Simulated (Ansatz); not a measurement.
# Pt: energies, forces and stress near the listed structure

A set of self-consistent runs on Pt under random distortions, distortions that keep the symmetry, other functionals, to map its energy surface near the listed cell.

Program: Ansatz 0.2.0. Level of theory: DFT PBEsol, scalar-relativistic, plane waves, PAW, unless a step's input says otherwise. These are calculated values, not measurements.

## Step 1: The system as given

Symmetry: P6_3/mmc, No. 194, hexagonal system. Conventional cell: a = 2.761 Å, b = 2.761 Å, c = 4.792 Å, α = 90.00°, β = 90.00°, γ = 120.00°. Pt (site symmetry -6m2) is surrounded by 12 Pt at 2.76 to 2.88 Å.

Structure file:

```
CELL_PARAMETERS angstrom
2.76067 0.00000 0.00000
-1.38033 2.39081 0.00000
0.00000 0.00000 4.79213
ATOMIC_POSITIONS crystal
Pt 0.66667 0.33333 0.75000
Pt 0.33333 0.66667 0.25000
```

The structure comes from the Materials Project (structure only).

## Step 2: Random moves and strain, cell strained

Against the listed cell: strain xx, yy, zz, yz, xz, xy = +2.2, +1.5, +3.3, +0.0, -0.2, -0.2 %; atoms moved by 0.15 Å root mean square, at most 0.15 Å.

Input file input.yaml:

```yaml
crystal:
  lattice:
    - [2.8210413728, -0.0044722783, -0.0041686051]
    - [-1.414393793, 2.4290721485, 0.0026580961]
    - [-0.0072361223, 0.0011501122, 4.952526725]
  atoms:
    - { symbol: Pt, position: [0.7176632002, 0.333843618, 0.7611891696] }
    - { symbol: Pt, position: [0.2823367998, 0.666156382, 0.2388108304] }
basis:
  ecutwfc: 420
kpoints:
  mp_grid: { grid: [16, 16, 8] }
hamiltonian:
  xc: pbesol
scf:
  occupations: { method: gaussian, width: 0.1 }
output:
  forces: true
  stress: true
  eigenvalues: true
  populations: true
```

Started as:

```bash
> ansatz run input.yaml --threads 1 --pin off --max-ram 1331MiB --backend cpu --events-out ev --progress --plain --runs-dir out
```

## Step 3: A change within the space group

Input file input.yaml:

```yaml
crystal:
  lattice:
    - [2.891438346, 0.0, 0.0]
    - [-1.445719173, 2.5040590611, 0.0]
    - [0.0, 0.0, 4.5878453276]
  atoms:
    - { symbol: Pt, position: [0.66666667, 0.33333333, 0.75] }
    - { symbol: Pt, position: [0.33333333, 0.66666667, 0.25] }
basis:
  ecutwfc: 420
kpoints:
  mp_grid: { grid: [18, 18, 10] }
hamiltonian:
  xc: pbesol
scf:
  occupations: { method: gaussian, width: 0.1 }
output:
  forces: true
  stress: true
  eigenvalues: true
  populations: true
```

## Step 4: Functional and cell changed: PBE

Input file input.yaml:

```yaml
crystal:
  lattice:
    - [2.8287988432, 0.0, 0.0]
    - [-1.4143994216, 2.4498116604, 0.0]
    - [0.0, 0.0, 4.4791118071]
  atoms:
    - { symbol: Pt, position: [0.66666667, 0.33333333, 0.75] }
    - { symbol: Pt, position: [0.33333333, 0.66666667, 0.25] }
basis:
  ecutwfc: 420
kpoints:
  mp_grid: { grid: [18, 18, 10] }
hamiltonian:
  xc: pbe
scf:
  occupations: { method: gaussian, width: 0.1 }
output:
  forces: true
  stress: true
  eigenvalues: true
```

**Question.** What will these runs give? Wanted: for each run, case; energy; pressure; largest force.

**Answer**, as computed:

```
step                                    case  energy (meV/atom)  pressure (GPa)  largest force (eV/Å)  gap on the mesh (eV)
   2  random moves and strain, cell strained               +0.0           -21.5                  0.67                  0.00
   3         a change within the space group             -20.0*           -20.1                  0.00                  0.00
   4        functional and cell changed: PBE                n/a             4.1                  0.00                  0.00
```

Energies are counted from step 2, with the smearing taken to zero; a star marks another k mesh, which can shift energies by itself, so starred rows don't rank against the others. Other atoms or functionals have another zero of energy (n/a). A gap of 0.00 means none on the mesh at this level.

In words: Among the distorted cells of the listed formula and level the largest force, 0.67 eV/Å, comes in step 2, shared by 2 atoms. The distorted cells of the listed formula and level show no gap on the mesh. Spin-orbit coupling is left out for Pt.
